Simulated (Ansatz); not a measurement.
## GaAs: relaxation of cell and atoms with RPBE

GaAs:

```
CELL_PARAMETERS angstrom
0.00000 2.82685 2.82685
2.82685 0.00000 2.82685
2.82685 2.82685 0.00000
ATOMIC_POSITIONS crystal
As 0.75000 0.75000 0.75000
Ga 0.00000 0.00000 0.00000
```

| Property | Result |
| --- | --- |
| Program | Ansatz 0.2.0 |
| Task | relaxation of cell and atoms |
| Functional | RPBE |
| Potentials or basis | Ansatz PAW |
| Cutoff | 420 eV (not typed: the program's choice for these potentials) |
| k mesh | 8 × 8 × 8 |
| Occupations | fermi-dirac, width 0.05 eV |
| Spin | no spin polarisation |

```yaml
Relaxed_volume: 24.45 Å³/atom
Relaxed_cell: a = 4.104 Å, b = 4.104 Å, c = 4.104 Å, α = 60.00°, β = 60.00°, γ = 60.00°
Space_group_after_relaxing_to_0.05_Å: F-43m (No. 216)
Energy_gained_by_relaxing: 28.0 meV/atom
Ionic_steps: 5
Pressure_after_relaxing: 0.0 GPa
```

Step by step:
```tsv
step	energy change (eV)	largest force (eV/Å)	volume (Å³)
1	0.0000	0.0000	45.18
2	-0.0526	0.0000	48.01
3	-0.0552	0.0000	48.76
4	-0.0552	0.0000	48.89
5	-0.0560	0.0000	48.89
```

Final structure:
```cif
data_structure
_symmetry_space_group_name_H-M 'P 1'
_symmetry_Int_Tables_number 1
_cell_length_a 4.1045
_cell_length_b 4.1045
_cell_length_c 4.1045
_cell_angle_alpha 60.000
_cell_angle_beta 60.000
_cell_angle_gamma 60.000
_cell_volume 48.89
loop_
_atom_site_label
_atom_site_type_symbol
_atom_site_fract_x
_atom_site_fract_y
_atom_site_fract_z
_atom_site_occupancy
As1 As 0.75000 0.75000 0.75000 1
Ga1 Ga 0.00000 0.00000 0.00000 1
```

Wall time 2 s on 2 threads of AMD EPYC 9R45 96-Core Processor (Zen 5), on a shared host, peak memory 0.43 GiB.

Caveat: the plane-wave basis is chosen anew once the cell has moved, so the energies of steps on either side of that aren't comparable; the PAW data sets come from PBE, with cores solved anew for the run's functional, which leaves a small shift of forces and pressure. RPBE and its kin give volumes clearly too large for solids.
